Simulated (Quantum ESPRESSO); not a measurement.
Crystal: Ge.

```xyz
2
Lattice="1.4881 -2.5947 0.0000 1.4881 2.5947 0.0000 0.0000 0.0000 4.7276" Properties=species:S:1:pos:R:3 pbc="T T T"
Ge    1.4881    0.8643    1.1819
Ge    1.4881   -0.8643    3.5457
```

This isn't the form of Ge at room conditions, which is diamond.

Base run:

| Item | Value |
| --- | --- |
| Program | Quantum ESPRESSO 7.5 |
| Functional | PBEsol |
| Potentials or basis | PseudoDojo 0.4.1 SR PBEsol standard |
| Cutoff | 1061 eV |
| Density cutoff | 4245 eV |
| k mesh | 10 × 10 × 6 |
| Occupations | fermi-dirac, width 0.05 eV |
| Spin | no spin polarisation |

Its results: band gap on the k mesh none (metal or under the smearing width); pressure 0.5 GPa.

Problem. The run is repeated on the same cell with these changes: functional from PBEsol to LDA; potentials or basis from PseudoDojo 0.4.1 SR PBEsol standard to GBRV 1.5 LDA; cutoff from 1061 eV to 612 eV; density cutoff from 4245 eV to 4898 eV. What comes out?

Solution. Band gap on the k mesh none (metal or under the smearing width); pressure -1.4 GPa.

Not every run made on this cell is shown here.
